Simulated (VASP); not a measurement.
Write the native input for VASP 6.6.1 that does the following.

| Property | Result |
| --- | --- |
| Task | single point |
| Functional | r2SCAN |
| Potentials or basis | VASP PAW PBE potentials, release 64 (Fe, O) |
| Cutoff | 520 eV |
| k mesh | 8 × 8 × 8 |
| Occupations | gaussian, width 0.05 eV |
| Spin | collinear spin, ferromagnetic start |
| Starting moments | [3.0, 0.0] μB |
| Hubbard terms | Fe d U = 2 eV |
| Further INCAR settings | ALGO = Normal; EDIFF = 1e-07 |

The structure of FeO lies in POSCAR:

```
FeO
1.0
    1.5176821100      0.8762341800      2.5157945800
   -1.5176821100      0.8762341800      2.5157945800
    0.0000000000     -1.7524683500      2.5157945800
Fe O
1 1
Direct
    0.0000000000      0.0000000000      0.0000000000
    0.5000000000      0.5000000000      0.5000000000
```

These files were run (other wordings do the same):

INCAR

```
ALGO = Normal ; EDIFF = 1E-7
ENCUT = 520 ; ISIF = 2
ISMEAR = 0 ; ISPIN = 2
LASPH = T ; LCHARG = F
LDAU = T ; LDAUJ = 0 0
LDAUL = 2 -1 ; LDAUPRINT = 1
LDAUTYPE = 2 ; LDAUU = 2 0
LMAXMIX = 4 ; LMIXTAU = T
LORBIT = 11 ; LREAL = F
LWAVE = F ; MAGMOM = 3 0
METAGGA = R2SCAN ; NELM = 120
PREC = Accurate ; SIGMA = 0.05
```

KPOINTS

```
k-points
0
Gamma
  8 8 8
```

Potentials or basis: VASP PAW PBE potentials, release 64 (Fe, O).

Command:

```bash
$ cat potpaw_PBE.64/Fe/POTCAR potpaw_PBE.64/O/POTCAR > POTCAR
$ mpirun -np 1 vasp_std > vasp.out
```

It gave:

```json
{"Pressure": "-6.2 GPa", "Band gap on the k mesh": "none (metal or under the smearing width)", "Net moment": "4.00 μB per cell", "Site moments": "Fe +3.77; O +0.23 μB", "Valence electrons inside the program's atomic spheres": "Fe 6.70; O 5.04"}
```

Caveat: the PAW data sets were made with another functional, which shifts forces and pressure a little; a cell with one magnetic atom can't hold antiferromagnetic order, which such compounds often take.

Wall time 59 s on 1 thread of Intel(R) Xeon(R) 6975P-C (Granite Rapids), with other jobs on the host, peak memory 0.17 GiB.
